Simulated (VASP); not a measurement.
Write the native input for VASP 6.6.1 that does the following.

| Property | Result |
| --- | --- |
| Task | single point |
| Functional | BLYP |
| Potentials or basis | VASP PAW PBE potentials, release 64 (Mo_sv, Si) |
| Cutoff | 520 eV |
| k mesh | 12 × 12 × 12 |
| Occupations | methfessel-paxton, width 0.1 eV |
| Spin | collinear spin, zero start |
| Starting moments | [0.0, 0.0, 0.0] μB |
| Dipole correction | no |
| Further INCAR settings | ALGO = Fast; EDIFF = 1e-06; NBANDS = 22 |

The structure of Si2Mo lies in POSCAR:

```
Si2Mo
1.0
   -1.7235477520      1.7235477520      4.2340027746
    1.7235477520     -1.7235477520      4.2340027746
    1.7235477520      1.7235477520     -4.2340027746
Mo Si
1 2
Direct
    0.0000000000      0.0000000000      0.0000000000
    0.6670000000      0.6670000000      0.0000000000
    0.3330000000      0.3330000000      0.0000000000
```

The cell isn't the ideal one: volume scaled by 1.25.

These files were run (other wordings do the same):

INCAR

```
SYSTEM = Si2Mo
AGGAC = 1.0 ; AGGAX = 1.0
ALDAC = 0.0 ; ALDAX = 1.0
ALGO = Fast ; EDIFF = 1E-6
ENCUT = 520 ; GGA = B5
ISIF = 2 ; ISMEAR = 1
ISPIN = 2 ; LASPH = .TRUE.
LCHARG = .TRUE. ; LELF = .TRUE.
LMAXMIX = 4 ; LORBIT = 11
LREAL = .FALSE. ; LVHAR = .TRUE.
LWAVE = .FALSE. ; MAGMOM = 0 0 0
NBANDS = 22 ; NELM = 150
PREC = Accurate ; SIGMA = 0.1
```

KPOINTS

```
k-points
0
G
  12 12 12
  0 0 0
```

Potentials or basis: VASP PAW PBE potentials, release 64 (Mo_sv, Si).

The run is started by

```console
$ cat potpaw_PBE.64/Mo_sv/POTCAR potpaw_PBE.64/Si/POTCAR > POTCAR
$ mpirun -np 1 vasp_std > vasp.out
```

Results of the run:

The pressure is -19.0 GPa, the largest force is 0.596 eV/Å and the band gap on the k mesh is none (metal or under the smearing width). The net moment is 0.00 μB per cell and the valence electrons inside the program's atomic spheres are Mo 12.27; Si 1.54.

Caveat: so large a pressure means that the cell lies far from this level's equilibrium, or that cutoff or potentials fall short; the potentials were made for another functional, which shifts forces and pressure.

Wall time 2.8 min on 1 thread of Intel(R) Xeon(R) 6975P-C (Granite Rapids), on a shared host, peak memory 0.43 GiB.
